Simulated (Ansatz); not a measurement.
A computed series for BaSnO3: pressure series

The reference is BaSnO$_{3}$ in the cubic perovskite structure (space group Pm-3m, No. 221; a = 4.1313 Å).

Cell and atoms are relaxed at each pressure.

Computed with r2SCAN (Ansatz, an electronic-structure program), without spin-orbit coupling.

```tsv
pressure (GPa)	band gap (eV)
-2	1.40
-1	1.48
0	1.56
0.3	1.59
0.7	1.62
1.5	?
5	1.95
7.5	2.14
10	2.31
```

**Question.** Fit E_g = E₀ + αP + βP² to the rows shown and predict the withheld row.

**Answer.** Least squares on the printed values gives E₀ = 1.56 eV, α = 81.0 meV/GPa, β = -0.61 meV/GPa² (largest residual 0.00 eV); this predicts 1.68 eV, and the run gives 1.69 eV, in agreement.

Load acts through the strain it causes; cell and atoms are relaxed under it. Stability against distortions was not tested. No other phases were tried under pressure.
